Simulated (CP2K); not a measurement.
This CP2K 2026.2 run on PtS2 needs a look.

The input pts2_scf.inp:

```
&GLOBAL
  PROJECT pts2_scf
  RUN_TYPE ENERGY_FORCE
  PRINT_LEVEL LOW
&END GLOBAL
&FORCE_EVAL
  METHOD QS
  STRESS_TENSOR ANALYTICAL
  &DFT
    BASIS_SET_FILE_NAME BASIS_MOLOPT_UZH
    POTENTIAL_FILE_NAME POTENTIAL_UZH
    &MGRID
      CUTOFF 450
      REL_CUTOFF 60
      NGRIDS 4
    &END MGRID
    &QS
      METHOD GPW
      EPS_DEFALT 1.0E-10
    &END QS
    &KPOINTS
      SCHEME MONKHORST-PACK 9 9 5
      GAMMA_CENTERED T
      SYMMETRY T
      SYMMETRY_BACKEND SPGLIB
    &END KPOINTS
    &SCF
      SCF_GUESS ATOMIC
      EPS_SCF 1.0E-6
      MAX_SCF 75
      ADDED_MOS 15
      CHOLESKY OFF
      EPS_EIGVAL 1.0E-7
      &DIAGONALIZATION ON
        ALGORITHM STANDARD
      &END DIAGONALIZATION
      &MIXING ON
        METHOD BROYDEN_MIXING
        ALPHA 0.4
        BETA 1.5
        NBUFFER 8
      &END MIXING
      &SMEAR ON
        METHOD FERMI_DIRAC
        ELECTRONIC_TEMPERATURE [K] 580.226
      &END SMEAR
    &END SCF
    &XC
      &XC_FUNCTIONAL PBE
      &END XC_FUNCTIONAL
    &END XC
    &PRINT
      &KPOINTS ON
      &END KPOINTS
      &MULLIKEN ON
      &END MULLIKEN
      &MO ON
        ENERGIES T
        OCCUPATION_NUMBERS T
        &EACH
          QS_SCF 0
        &END EACH
        ADD_LAST NUMERIC
      &END MO
    &END PRINT
  &END DFT
  &SUBSYS
    &CELL
      A 3.5432000000 0.0000000000 0.0000000000
      B -1.7716000000 3.0685012107 0.0000000000
      C 0.0000000000 0.0000000000 5.0388000000
      PERIODIC XYZ
    &END CELL
    &COORD
      SCALED
      Pt  0.0000000000 0.0000000000 0.0000000000
      S   0.6666666667 0.3333333333 0.7730000000
      S   0.3333333333 0.6666666667 0.2270000000
    &END COORD
    &KIND Pt
      BASIS_SET TZVP-MOLOPT-PBE-GTH-q18
      POTENTIAL GTH-PBE-q18
    &END KIND
    &KIND S
      BASIS_SET TZVP-MOLOPT-PBE-GTH-q6
      POTENTIAL GTH-PBE-q6
    &END KIND
    &PRINT
      &ATOMIC_COORDINATES ON
      &END ATOMIC_COORDINATES
      &CELL ON
      &END CELL
    &END PRINT
  &END SUBSYS
  &PRINT
    &FORCES ON
    &END FORCES
    &STRESS_TENSOR ON
    &END STRESS_TENSOR
  &END PRINT
&END FORCE_EVAL
```

Potentials or basis: POTENTIAL_UZH Pt GTH-PBE-q18, S GTH-PBE-q6; TZVP-MOLOPT-PBE-GTH basis.

Run with:

```bash
$ OMP_NUM_THREADS=1 cp2k.psmp -i pts2_scf.inp -o pts2_scf.out
```

pts2_scf.out:

```text
Possible matches for unknown keyword

 EPS_DEFALT

   keyword EPS_DEFAULT in section %__ROOT__%FORCE_EVAL%DFT%QS score:  109
   keyword EPS_FIT in section %__ROOT__%FORCE_EVAL%DFT%QS score:  106
   keyword EPS_PPL in section %__ROOT__%FORCE_EVAL%DFT%QS score:  105
   keyword EPS_PPNL in section %__ROOT__%FORCE_EVAL%DFT%QS score:  105
   keyword EPSFIT in section %__ROOT__%FORCE_EVAL%DFT%QS score:  105

 *******************************************************************************
 *   ___                                                                       *
 *  /   \                                                                      *
 * [ABORT]                                                                     *
 *  \___/            found an unknown keyword EPS_DEFALT in section QS         *
 *    |                                                                        *
 *  O/|                                                                        *
 * /| |                                                                        *
 * / \                                               input/input_parsing.F:253 *
 *******************************************************************************
```

Q: How did it end, and where is the flaw?

A: The program refused the input. The input holds a flaw that was put in on purpose: a keyword is misspelt (EPS_DEFAULT = EPS_DEFALT).

A sound run on the same cell differs in these lines of the main input:
```diff
@@ -13 +13 @@
-      CUTOFF 450
+      CUTOFF 675
@@ -19 +19 @@
-      EPS_DEFALT 1.0E-10
+      EPS_DEFAULT 1.0E-10
@@ -30 +30 @@
-      MAX_SCF 75
+      MAX_SCF 100
```
